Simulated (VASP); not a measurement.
# ZrN (Fm-3m) in VASP: a series of runs

Aim: see how the results for ZrN move with the level of theory and the settings. Levels: PBE+TS+U, PW91+D4, PBE. Tasks: relaxation of cell and atoms, single point.

Everything below comes from runs of VASP 6.6.1. Logs are shortened: lines on timing, memory, paths and dates and some standing lists are left out, and cuts for length are marked.

## Step 1: The crystal as given

The structure is cubic, space group Fm-3m (No. 225). The conventional cell has a = 4.600 Å, b = 4.600 Å, c = 4.600 Å, α = 90.00°, β = 90.00°, γ = 90.00°. Around Zr (site symmetry m-3m) lie 6 N at 2.30 Å. N (site symmetry m-3m) is surrounded by 6 Zr at 2.30 Å.

## Step 2: Relaxation of cell and atoms, PBE+TS+U

Contents of INCAR:

```
  PREC = Accurate
  ENCUT = 680
  EDIFF = 1E-7
  ISMEAR = -1
  SIGMA = 0.1
  LREAL = False
  LASPH = True
  NELM = 80
  ALGO = Fast
  ISIF = 3
  LWAVE = False
  LCHARG = False
  LMAXMIX = 4
  LDAU = True
  LDAUTYPE = 2
  LDAUL = 2 -1
  LDAUU = 1 0
  LDAUJ = 0 0
  LDAUPRINT = 1
  GGA = PE
  IVDW = 2
  IBRION = 2
  NSW = 40
  EDIFFG = -0.01
```

Contents of KPOINTS:

```
regular mesh
0
Gamma
  10 10 10
```

Contents of POSCAR:

```
ZrN
1.0
    0.0000000000      2.3000000000      2.3000000000
    2.3000000000      0.0000000000      2.3000000000
    2.3000000000      2.3000000000      0.0000000000
Zr N
1 1
Cartesian
    2.3000000000      2.3000000000      2.3000000000
    0.0000000000      0.0000000000      0.0000000000
```

Potentials or basis: VASP PAW PBE potentials, release 64 (Zr_sv_GW, N_GW).

Run with:

```bash
$ cat potpaw_PBE.64/Zr_sv_GW/POTCAR potpaw_PBE.64/N_GW/POTCAR > POTCAR
$ mpirun -np 1 vasp_std > vasp.out
```

OUTCAR:

```text
PREC = Accurate
   ENCUT = 680
   EDIFF = 1E-7
   ISMEAR = -1
   LREAL = False
   LASPH = True
   NELM = 80
   ISIF = 3
   GGA = PE
   IVDW = 2
   IBRION = 2
   NSW = 40
   EDIFFG = -0.01
  IVDW =   2

 ion  position               nearest neighbor table
   1  0.500  0.500  0.500-
   2  0.000  0.000  0.000-

  LATTYP: Found a face centered cubic cell.
 ALAT       =     4.6000000000

  Lattice vectors:

 A1 = (   0.0000000000,   2.3000000000,   2.3000000000)
 A2 = (   2.3000000000,   0.0000000000,   2.3000000000)
 A3 = (   2.3000000000,   2.3000000000,   0.0000000000)

Analysis of symmetry for initial positions (statically):
=====================================================================
 Subroutine PRICEL returns:
 Original cell was already a primitive cell.

 Routine SETGRP: Setting up the symmetry group for a
 face centered cubic supercell.

 Subroutine GETGRP returns: Found 48 space group operations
 (whereof 48 operations were pure point group operations)
 out of a pool of 48 trial point group operations.

The static configuration has the point symmetry O_h .

Analysis of symmetry for dynamics (positions and initial velocities):
=====================================================================
 Subroutine PRICEL returns:
 Original cell was already a primitive cell.

 Routine SETGRP: Setting up the symmetry group for a
 face centered cubic supercell.

 Subroutine GETGRP returns: Found 48 space group operations
 (whereof 48 operations were pure point group operations)
 out of a pool of 48 trial point group operations.

The dynamic configuration has the point symmetry O_h .

 Subroutine INISYM returns: Found 48 space group operations
 (whereof 48 operations are pure point group operations),
 and found     1 'primitive' translations

----------------------------------------------------------------------------------------

                                     Primitive cell

  volume of cell :      24.3340

  direct lattice vectors                    reciprocal lattice vectors
     0.000000000  2.300000000  2.300000000    -0.217391304  0.217391304  0.217391304
     2.300000000  0.000000000  2.300000000     0.217391304 -0.217391304  0.217391304
     2.300000000  2.300000000  0.000000000     0.217391304  0.217391304 -0.217391304

  length of vectors
     3.252691193  3.252691193  3.252691193     0.376532784  0.376532784  0.376532784

[... 140 lines left out ...]
  Number of pair interactions contributing to vdW energy:   64530
[... 111 lines left out ...]
  FREE ENERGIE OF THE ION-ELECTRON SYSTEM (eV)
  ---------------------------------------------------
  free  energy   TOTEN  =       -22.9576128484 eV

  energy  without entropy=      -22.9344349064  energy(sigma->0) =      -22.94602388

atom =   1  type =  1  l = 2

 onsite density matrix

spin component  1

  0.1137  0.0000 -0.0000 -0.0000  0.0000
  0.0000  0.1137  0.0000 -0.0000 -0.0000
 -0.0000  0.0000  0.1117 -0.0000  0.0000
 -0.0000 -0.0000 -0.0000  0.1137 -0.0000
  0.0000 -0.0000  0.0000 -0.0000  0.1117

spin component  2

  0.1137  0.0000 -0.0000 -0.0000  0.0000
  0.0000  0.1137  0.0000 -0.0000 -0.0000
 -0.0000  0.0000  0.1117 -0.0000  0.0000
 -0.0000 -0.0000 -0.0000  0.1137 -0.0000
  0.0000 -0.0000  0.0000 -0.0000  0.1117

 occupancies and eigenvectors

  o =  0.1117  v =  0.0000  0.0000 -0.9983 -0.0000  0.0575  0.0000  0.0000  0.0000  0.0000  0.0000      0.0000  0.0000  0.0000  0.0000  0.0000  0.0000  0.0000  0.0000  0.0000  0.0000
  o =  0.1117  v =  0.0000  0.0000  0.0000  0.0000  0.0000  0.0000  0.0000 -0.9983 -0.0000  0.0575      0.0000  0.0000  0.0000  0.0000  0.0000  0.0000  0.0000  0.0000  0.0000  0.0000
  o =  0.1117  v =  0.0000  0.0000 -0.0575 -0.0000 -0.9983  0.0000  0.0000  0.0000  0.0000  0.0000      0.0000  0.0000  0.0000  0.0000  0.0000  0.0000  0.0000  0.0000  0.0000  0.0000
  o =  0.1117  v =  0.0000  0.0000  0.0000  0.0000  0.0000  0.0000  0.0000 -0.0575 -0.0000 -0.9983      0.0000  0.0000  0.0000  0.0000  0.0000  0.0000  0.0000  0.0000  0.0000  0.0000
  o =  0.1137  v =  1.0000  0.0000  0.0000  0.0000  0.0000  0.0000  0.0000  0.0000  0.0000  0.0000      0.0000  0.0000  0.0000  0.0000  0.0000  0.0000  0.0000  0.0000  0.0000  0.0000
  o =  0.1137  v =  0.0000  0.0000  0.0000  0.0000  0.0000  1.0000  0.0000  0.0000  0.0000  0.0000      0.0000  0.0000  0.0000  0.0000  0.0000  0.0000  0.0000  0.0000  0.0000  0.0000
  o =  0.1137  v =  0.0000  0.0000  0.0000  0.0000  0.0000  0.0000  0.3808 -0.0000  0.9247 -0.0000      0.0000  0.0000  0.0000  0.0000  0.0000  0.0000  0.0000  0.0000  0.0000  0.0000
  o =  0.1137  v =  0.0000  0.3808 -0.0000  0.9247 -0.0000  0.0000  0.0000  0.0000  0.0000  0.0000      0.0000  0.0000  0.0000  0.0000  0.0000  0.0000  0.0000  0.0000  0.0000  0.0000
  o =  0.1137  v =  0.0000  0.0000  0.0000  0.0000  0.0000  0.0000 -0.9247 -0.0000  0.3808 -0.0000      0.0000  0.0000  0.0000  0.0000  0.0000  0.0000  0.0000  0.0000  0.0000  0.0000
  o =  0.1137  v =  0.0000 -0.9247 -0.0000  0.3808 -0.0000  0.0000  0.0000  0.0000  0.0000  0.0000      0.0000  0.0000  0.0000  0.0000  0.0000  0.0000  0.0000  0.0000  0.0000  0.0000

--------------------------------------- Ionic step        4  -------------------------------------------

 number of electron      17.0000001 magnetization

 Free energy of the ion-electron system (eV)
  ---------------------------------------------------
  ext. energy  EPLUGINS =         0.00000000
  ---------------------------------------------------
  free energy    TOTEN  =       -21.62167434 eV

  energy without entropy =      -21.59863426  energy(sigma->0) =      -21.61015430

 E-fermi :  12.3526     XC(G=0): -12.6451

 val. band max:       12.3514355091   @ k =  -0.4000   0.3000   0.0000
 cond. band min:      12.4034885609   @ k =  -0.4000   0.4000   0.2000
 fundamental gap:      0.0520530518
 Fermi energy:        12.3526032476

 k-point     1 :       0.0000    0.0000    0.0000
  band No.  band energies     occupation
      1     -37.4397      2.00000
      2     -15.0367      2.00000
      3     -15.0367      2.00000
      4     -15.0367      2.00000
      5      -4.1742      2.00000
      6       9.5313      2.00000
      7       9.5313      2.00000
      8       9.5313      2.00000
      9      11.9313      1.97082
     10      11.9313      1.97082
     11      11.9313      1.97082
     12      14.0212      0.00000
[... 331 lines left out ...]
 k-point    24 :       0.4000    0.3000    0.0000
  band No.  band energies     occupation
      1     -37.2729      2.00000
      2     -15.9002      2.00000
      3     -15.3684      2.00000
      4     -15.3302      2.00000
      5      -3.2132      2.00000
      6       6.4829      2.00000
      7       8.1074      2.00000
      8       8.5612      2.00000
      9      10.0095      2.00000
     10      15.9266      0.00000
     11      16.4515      0.00000
     12      16.5230      0.00000

 [... further k-points ...]

------------------------ aborting loop because EDIFF is reached ----------------------------------------

  Hirshfeld charges:
            ion         q(e)
   ------------------------------
      1     Zr       0.52363923
      2     N       -0.52363923

  Tkatchenko/Scheffler method for vdW energy calculation

  Number of pair interactions contributing to vdW energy:   66546

  Edisp (eV):   -1.33577
[... 25 lines left out ...]
  FREE ENERGIE OF THE ION-ELECTRON SYSTEM (eV)
  ---------------------------------------------------
  free  energy   TOTEN  =       -22.9574491313 eV

  energy  without entropy=      -22.9344090556  energy(sigma->0) =      -22.94592909

 reached required accuracy - stopping structural energy minimisation
```

OSZICAR:

```text
N       E                     dE             d eps       ncg     rms          rms(c)
DAV:   1     0.154923152295E+03    0.15492E+03   -0.10633E+04  1136   0.169E+03
DAV:   2    -0.139492926760E+02   -0.16887E+03   -0.15598E+03  1616   0.586E+02
DAV:   3    -0.260845319531E+02   -0.12135E+02   -0.11889E+02  1560   0.138E+02
DAV:   4    -0.264415372756E+02   -0.35701E+00   -0.35467E+00  1736   0.244E+01
[... 84 lines left out ...]
RMM:  11    -0.216216756756E+02   -0.84991E-06   -0.77304E-07  1104   0.184E-02    0.482E-03
RMM:  12    -0.216216745662E+02    0.11094E-05   -0.12341E-06  1168   0.179E-02    0.152E-03
RMM:  13    -0.216216744280E+02    0.13812E-06   -0.42618E-07   979   0.655E-03    0.684E-04
RMM:  14    -0.216216743242E+02    0.10385E-06   -0.26486E-07   789   0.812E-03    0.733E-04
RMM:  15    -0.216216743404E+02   -0.16232E-07   -0.10715E-07   715   0.812E-03
   4 F= -.22957449E+02 E0= -.22945929E+02  d E =-.196304E-01
```

CONTCAR:

```text
ZrN
   1.00000000000000
    -0.0000000000000000    2.2731452719799132    2.2731452719799132
     2.2731452719799132    0.0000000000000000    2.2731452719799132
     2.2731452719799132    2.2731452719799132    0.0000000000000000
  Zr              N
     1     1
Direct
     0.5000000000000000    0.5000000000000000    0.5000000000000000
     0.0000000000000000    1.0000000000000000    0.0000000000000000

  0.00000000E+00  0.00000000E+00  0.00000000E+00
  0.00000000E+00  0.00000000E+00  0.00000000E+00
```

Wall time 2.7 min (1 thread of Intel Xeon Platinum 8488C (Sapphire Rapids), shared host); peak memory 0.19 GiB.

What came out:

```yaml
Free_energy: -22.9574 eV
Relaxed_volume: 11.75 Å³/atom
Relaxed_cell: a = 3.215 Å, b = 3.215 Å, c = 3.215 Å, α = 60.00°, β = 60.00°, γ = 60.00°
Space_group_after_relaxing_to_0.05_Å: Fm-3m (No. 225)
Energy_gained_by_relaxing: 9.8 meV/atom
Ionic_steps: 4
Pressure_after_relaxing: -0.1 GPa
Band_gap_on_the_k_mesh: none (metal or under the smearing width)
Hirshfeld_charges: Zr +0.52; N -0.52 e
Dispersion_energy_per_atom: -0.668 eV
```

Step by step:
```csv
step,energy change (eV),largest force (eV/Å),pressure (GPa),volume (Å³)
1,0.0000,0.0000,-9.07,24.33
2,0.0809,0.0000,20.51,21.99
3,-0.0198,0.0000,-1.48,23.61
4,-0.0196,0.0000,-0.10,23.49
```

Final structure:
```
CELL_PARAMETERS angstrom
0.00000 2.27315 2.27315
2.27315 0.00000 2.27315
2.27315 2.27315 0.00000
ATOMIC_POSITIONS crystal
Zr 0.50000 0.50000 0.50000
N 0.00000 0.00000 0.00000
```

Eigenvalues of the final occupation matrices:
```
    site  spin  trace               eigenvalues
site 1 d     1   0.56  0.11 0.11 0.11 0.11 0.11
site 1 d     2   0.56  0.11 0.11 0.11 0.11 0.11
```

Caveat: atom-pairwise D2, TS and ULG terms overbind metals; U without spin polarisation on a metal has little footing; pairwise dispersion overbinds metals, which lowers pressure and volume.

## Step 3: Relaxation of cell and atoms, PW91+D4 (volume scaled by 1.15)

Contents of INCAR:

```
PREC = Accurate ; ENCUT = 980
EDIFF = 1E-6 ; ISMEAR = 0
SIGMA = 0.1 ; LREAL = False
LASPH = True ; NELM = 60
ALGO = Normal ; ISIF = 3
LWAVE = False ; LCHARG = False
GGA = 91 ; IVDW = 13
VDW_S6 = 1.0 ; VDW_S8 = 0.77283111
VDW_A1 = 0.39581542 ; VDW_A2 = 4.93405761
IBRION = 2 ; NSW = 40
EDIFFG = -0.005
```

Contents of KPOINTS:

```
Automatic mesh
0
Gamma
  10 10 10
```

Contents of POSCAR:

```
ZrN
1.0
    0.0000000000      2.4096859723      2.4096859723
    2.4096859723      0.0000000000      2.4096859723
    2.4096859723      2.4096859723      0.0000000000
Zr N
1 1
Direct
    0.5000000000      0.5000000000      0.5000000000
    0.0000000000      0.0000000000      0.0000000000
```

Potentials or basis: VASP PAW PBE potentials, release 64 (Zr_sv, N_h).

Run with:

```bash
$ cat potpaw_PBE.64/Zr_sv/POTCAR potpaw_PBE.64/N_h/POTCAR > POTCAR
$ mpirun -np 1 vasp_std > vasp.out
```

It took 2.9 min on 1 thread of Intel Xeon Platinum 8488C (Sapphire Rapids), shared host; peak memory 0.24 GiB.

The run converged. Its results:

```yaml
Free_energy: -20.9080 eV
Relaxed_volume: 11.98 Å³/atom
Relaxed_cell: a = 3.236 Å, b = 3.236 Å, c = 3.236 Å, α = 60.00°, β = 60.00°, γ = 60.00°
Space_group_after_relaxing_to_0.05_Å: Fm-3m (No. 225)
Energy_gained_by_relaxing: 204.6 meV/atom
Ionic_steps: 7
Pressure_after_relaxing: 0.0 GPa
Band_gap_on_the_k_mesh: none (metal or under the smearing width)
Dispersion_energy_per_atom: -0.235 eV
```

The path:
| step | energy change (eV) | largest force (eV/Å) | pressure (GPa) | volume (Å³) |
| --- | --- | --- | --- | --- |
| 1 | 0.0000 | 0.0000 | -28.39 | 27.98 |
| 2 | 0.7569 | 0.0000 | 93.74 | 19.09 |
| 3 | -0.4074 | 0.0000 | -2.42 | 24.19 |
| 4 | -0.4091 | 0.0000 | -0.61 | 24.02 |
| 5 | -0.4092 | 0.0000 | 0.18 | 23.94 |
| 6 | -0.4091 | 0.0000 | -0.26 | 23.98 |
| 7 | -0.4092 | 0.0000 | -0.01 | 23.96 |

Final structure:
```
CELL_PARAMETERS angstrom
0.00000 2.28815 2.28815
2.28815 0.00000 2.28815
2.28815 2.28815 0.00000
ATOMIC_POSITIONS crystal
Zr 0.50000 0.50000 0.50000
N 0.00000 0.00000 0.00000
```

Levels at points of the mesh, in eV from the Fermi level:
```tsv
k point	band 6	band 7	band 8	band 9	band 10	band 11	band 12
(0.00, 0.00, 0.00)	-2.71	-2.71	-2.71	-0.44	-0.44	-0.44	1.56
(0.50, 0.00, 0.00)	-7.70	-5.76	-5.76	3.00	3.06	3.06	4.82
(0.50, 0.50, 0.00)	-4.57	-3.52	-3.20	-3.20	3.35	4.51	4.51
```

Caveat: the PAW data sets were made with another functional, which shifts forces and pressure a little; pairwise dispersion overbinds metals, which lowers pressure and volume.

## Step 4: Single point, PBE

Contents of INCAR:

```
  PREC = Accurate
  ENCUT = 500
  EDIFF = 1E-6
  ISMEAR = 0
  SIGMA = 0.02
  LREAL = False
  LASPH = True
  NELM = 100
  ALGO = Fast
  ISIF = 2
  LWAVE = False
  LCHARG = False
  GGA = PE
```

Contents of KPOINTS:

```
regular mesh
0
Gamma
  6 6 6
```

Contents of POSCAR:

```
ZrN
1.0
    0.0000000000      2.3000000000      2.3000000000
    2.3000000000      0.0000000000      2.3000000000
    2.3000000000      2.3000000000      0.0000000000
Zr N
1 1
Direct
    0.5000000000      0.5000000000      0.5000000000
    0.0000000000      0.0000000000      0.0000000000
```

Potentials or basis: VASP PAW PBE potentials, release 64 (Zr_sv_GW, N_GW).

Run with:

```bash
$ cat potpaw_PBE.64/Zr_sv_GW/POTCAR potpaw_PBE.64/N_GW/POTCAR > POTCAR
$ mpirun -np 1 vasp_std > vasp.out
```

It took 7.1 s on 1 thread of Intel Xeon Platinum 8559C (Emerald Rapids), shared host; peak memory 0.14 GiB.

It converged, with:

* Free energy: -22.1682 eV
* Pressure: -2.2 GPa
* Band gap on the k mesh: none (metal or under the smearing width)

Levels at points of the mesh, in eV from the Fermi level:
| k point | band 5 | band 6 | band 7 | band 8 | band 9 | band 10 | band 11 | band 12 |
| --- | --- | --- | --- | --- | --- | --- | --- | --- |
| (0.00, 0.00, 0.00) | -16.37 | -2.77 | -2.77 | -2.77 | -0.55 | -0.55 | -0.55 | 2.65 |
| (0.50, 0.00, 0.00) | -14.21 | -7.75 | -5.78 | -5.78 | 2.83 | 2.89 | 2.89 | 4.56 |
| (0.50, 0.50, 0.00) | -15.82 | -4.71 | -3.59 | -3.29 | -3.29 | 3.17 | 4.31 | 4.68 |

Caveat: the k mesh is coarse (spacing up to 0.39 Å⁻¹), so the values aren't converged; the cutoff is under 1.25 times the usual one of these potentials, so pressure, stress and relaxed cells hold a basis-set (Pulay) error.

## Step 5: The reference run

An earlier run on the cell as given: functional PBE; potentials or basis VASP PAW PBE potentials, release 64 (Zr_sv, N); cutoff 520 eV; k mesh 10 × 10 × 10; occupations fermi-dirac, width 0.05 eV; no spin polarisation.

- Pressure: -0.6 GPa
- Band gap on the k mesh: none (metal or under the smearing width)

## Step 6: Overview

```csv
task,level,potentials or basis,U,cell,k mesh,cutoff (eV),smearing,mesh quality,gap on the mesh (eV),pressure (GPa),relaxed volume (Å³/atom)
relaxation of cell and atoms,PBE+TS+U,"VASP PAW PBE potentials, release 64 (Zr_sv_GW, N_GW)",Zr d U = 1 eV,relaxed,10 × 10 × 10,680,fermi-dirac 0.1 eV,not flagged,none,-0.1,11.75
relaxation of cell and atoms,PW91+D4,"VASP PAW PBE potentials, release 64 (Zr_sv, N_h)",-,relaxed from: volume scaled by 1.15,10 × 10 × 10,980,gaussian 0.1 eV,not flagged,none,0.0,11.98
single point,PBE,"VASP PAW PBE potentials, release 64 (Zr_sv_GW, N_GW)",-,as given,6 × 6 × 6,500,gaussian 0.02 eV,coarse,none,-2.2,-
single point,PBE,"VASP PAW PBE potentials, release 64 (Zr_sv, N)",-,as given,10 × 10 × 10,520,fermi-dirac 0.05 eV,not flagged,none,-0.6,-
```

Alike in all rows: no spin polarisation.

Caveats: some runs use coarse meshes; pairwise dispersion overbinds metals, which lowers pressure and volume (some runs); atom-pairwise D2, TS and ULG terms overbind metals (some runs); U without spin polarisation on a metal has little footing (some runs); the PAW data sets were made with another functional, which shifts forces and pressure a little (some runs); the cutoff is under 1.25 times the usual one of these potentials, so pressure, stress and relaxed cells hold a basis-set (Pulay) error (some runs).

Total energies depend on the potentials used, so only differences within one code and one set of settings carry meaning.
